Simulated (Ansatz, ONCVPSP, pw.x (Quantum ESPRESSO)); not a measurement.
# pw.x on diamond Si: one setting changed

Potential: optimised norm-conserving Vanderbilt (ONCV), ONCVPSP 4.0.1.1 (patched build), PBEsol; core [Ne], reference 3s2 3p1; waves: 3s: rc 1.50 bohr, ncon 4, nbas 7, qcut 4.4 1/bohr, 2 projectors, debl 1.2 Ha; 3p: rc 2.30 bohr, ncon 4, nbas 8, qcut 4.3 1/bohr, 2 projectors, debl 2.5 Ha; d scattering state at 0.04 Ha: rc 1.50 bohr, ncon 3, nbas 6, qcut 6 1/bohr, local; local part: the d channel; core correction: polynomial model core, fcfact 0.5.

The reference run (k-mesh 9³, cutoffs 65/260 Ry, Fermi–Dirac 0.01 Ry, mixing_beta 0.4, conv_thr 1e-9, no spin) gives -0.06 GPa at 20.005 Å³/atom, where all-electron LAPW gives 0.14 GPa. This run, with its own iteration cap, changes k-mesh points per axis to 2.

```
&control
  calculation='scf', prefix='x', pseudo_dir='./', outdir='./tmp', tstress=.true., disk_io='none'
/
&system
  ibrav=0, nat=2, ntyp=1, ecutwfc=65, ecutrho=260, nbnd=11,
  occupations='smearing', smearing='fd', degauss=0.01
/
&electrons
  conv_thr=1e-09, mixing_beta=0.4, electron_maxstep=60
/
ATOMIC_SPECIES
Si 1.0 Si.UPF
CELL_PARAMETERS angstrom
  0.00000000 2.71464380 2.71464380
  2.71464380 0.00000000 2.71464380
  2.71464380 2.71464380 0.00000000
ATOMIC_POSITIONS crystal
Si 0.0000 0.0000 0.0000
Si 0.2500 0.2500 0.2500
K_POINTS automatic
2 2 2 0 0 0
```

```bash
pw.x < Si.scf.in > Si.scf.out
```

Problem. How does the run end?

Solution. It converges in 7 iterations; the free energy moves by +1.29 eV/atom and the pressure by +6.60 GPa.

```
Message from routine setup:
     using ibrav=0 with symmetry is DISCOURAGED, use correct ibrav instead
     lattice parameter (alat)  =       7.2548  a.u.
     unit-cell volume          =     270.0009 (a.u.)^3
     number of electrons       =         8.00
     number of Kohn-Sham states=           11
     kinetic-energy cutoff     =      65.0000  Ry
     charge density cutoff     =     260.0000  Ry
     scf convergence threshold =      1.0E-09
     Exchange-correlation= PBESOL
     number of k points=     3  Fermi-Dirac smearing, width (Ry)=  0.0100
     iteration #  1     ecut=    65.00 Ry     beta= 0.40
     total energy              =     -21.04286263 Ry
     estimated scf accuracy    <       0.06012870 Ry
     iteration #  2     ecut=    65.00 Ry     beta= 0.40
     total energy              =     -21.03907607 Ry
     estimated scf accuracy    <       0.01988892 Ry
     iteration #  3     ecut=    65.00 Ry     beta= 0.40
     total energy              =     -21.03960208 Ry
     estimated scf accuracy    <       0.00044363 Ry
     iteration #  4     ecut=    65.00 Ry     beta= 0.40
     total energy              =     -21.03964192 Ry
     estimated scf accuracy    <       0.00000762 Ry
     iteration #  5     ecut=    65.00 Ry     beta= 0.40
     total energy              =     -21.03964379 Ry
     estimated scf accuracy    <       0.00000192 Ry
     iteration #  6     ecut=    65.00 Ry     beta= 0.40
     total energy              =     -21.03964381 Ry
     estimated scf accuracy    <       0.00000022 Ry
     iteration #  7     ecut=    65.00 Ry     beta= 0.40
     the Fermi energy is     6.5760 ev
!    total energy              =     -21.03964383 Ry
     estimated scf accuracy    <          1.6E-10 Ry
     smearing contrib. (-TS)   =      -0.00865586 Ry
     The total energy is F=E-TS. E is the sum of the following terms:
     one-electron contribution =       5.19190909 Ry
     hartree contribution      =       1.19278686 Ry
     xc contribution           =     -10.61453592 Ry
     ewald contribution        =     -16.80114799 Ry
     convergence has been achieved in   7 iterations
          total   stress  (Ry/bohr**3)                   (kbar)     P=       65.40
     Message from routine punch:
     Nothing written, as per user request (disk_io='none')
```

The run took about 2.5 s on one core of a shared host (Neoverse-N1, 64 threads, 124 GiB, load 58).
